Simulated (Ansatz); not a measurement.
**Sn under pressure**

All numbers below come from DFT PBEsol, scalar-relativistic, plane waves, PAW (Ansatz). Settings: 420 eV plane-wave cutoff, Γ-centred 12×12×12 mesh, Fermi-Dirac smearing of 0.15 eV. No spin polarisation. Phonons by linear response, acoustic sum rule imposed.

Equilibrium structure at this level:
```cif
data_structure
_symmetry_space_group_name_H-M 'P 1'
_symmetry_Int_Tables_number 1
_cell_length_a 4.6266
_cell_length_b 4.6266
_cell_length_c 4.6266
_cell_angle_alpha 60.000
_cell_angle_beta 60.000
_cell_angle_gamma 60.000
_cell_volume 70.03
loop_
_atom_site_label
_atom_site_type_symbol
_atom_site_fract_x
_atom_site_fract_y
_atom_site_fract_z
_atom_site_occupancy
Sn1 Sn 0.50000 0.50000 0.50000 1
Sn2 Sn 0.75000 0.75000 0.75000 1
```

In a metal, frequencies and elastic constants depend on the k mesh and the smearing, soft modes and shear constants most.

Optical modes at Γ (cm⁻¹) at zero pressure: 182.

Under hydrostatic pressure the same modes lie at 253 cm⁻¹. What is the pressure, and how much has the cell shrunk?

Results:

22 GPa; the volume is 24.0 % smaller.

Cost: 2 runs of about 1 core-minutes in all, on Arm Neoverse V2 (shared hosts).